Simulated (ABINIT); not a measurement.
Planning a run of ABINIT 10.8.3 on BN (P6_3mc). The input:

```
acell 3*1.0 Angstrom
rprim 
  2.536000000002 -0.000000000000 0.000000000000
  -1.268000000000 2.196240423999 0.000000000000
  0.000000000000 0.000000000000 4.199000000000
ntypat 2
znucl 5 7
natom 4
typat 1 1 2 2
xred 
  0.666666666667 0.333333333333 0.000000000000
  0.333333333333 0.666666666667 0.500000000000
  0.666666666667 0.333333333333 0.375000000000
  0.333333333333 0.666666666667 0.875000000000
pp_dirpath "pseudos"
pseudos "B.upf, N.upf"
ecut 36
ngkpt 3 3 2
nshiftk 1
shiftk 0 0 0
kptopt 1
chksymbreak 0
istwfk *1
occopt 1
irdwfk 1
optdriver 4
nband 17
gwcalctyp 28
ecutsigx 36
symsigma 0
nkptgw 6
kptgw 
  0.0000000000 0.0000000000 0.0000000000
  0.3333333333 0.0000000000 0.0000000000
  0.3333333333 0.3333333333 0.0000000000
  0.0000000000 0.0000000000 0.5000000000
  0.3333333333 0.0000000000 0.5000000000
  0.3333333333 0.3333333333 0.5000000000
bdgw 
  1 16
  1 16
  1 16
  1 16
  1 16
  1 16
ecuteps 3.2
irdscr 1
ppmodel 1
irdqps 1
rhoqpmix 0.3
indata_prefix "in"
outdata_prefix "out"
tmpdata_prefix "tmp"
```

The database entry behind the starting cell has ideal inner coordinates that were not refined, so it need not match the best structure at ambient conditions.

```sh
OMP_NUM_THREADS=1 mpirun -n 4 abinit run.abi > log
```

How long will it take on 4 MPI ranks of AMD EPYC 7571, shared host, and how much memory?

It took 18 s; on shared hardware allow 8.9 s to 36 s. Peak host memory was 0.51 GiB.

[Paths, hosts, dates, memory and timing lines, banners, echoed tables and standing remarks are left out of the program output.]

[Logs are printed without paths, hosts, clocks, repeated set-up lines and the standing remarks that a program may print on its own settings, such as how far it seeks lower states.]

[Runs of the session that timed out or met a known fault of the program may be left out.]

[Hosts, paths, dates, database ids (printed as entryN), source tags and the programs' standing remarks are cut or masked in the printed files.]

[G0W0 gaps are taken among the corrected bands and points alone; a level outside them can change the order at an edge.]

[Where Ansatz stands beside ABINIT at settings called matched, ABINIT's density can come from a denser mesh and the files from another edition; pairs whose starting gaps differed by over 0.03 eV were left out, so agreement reads better than it is.]
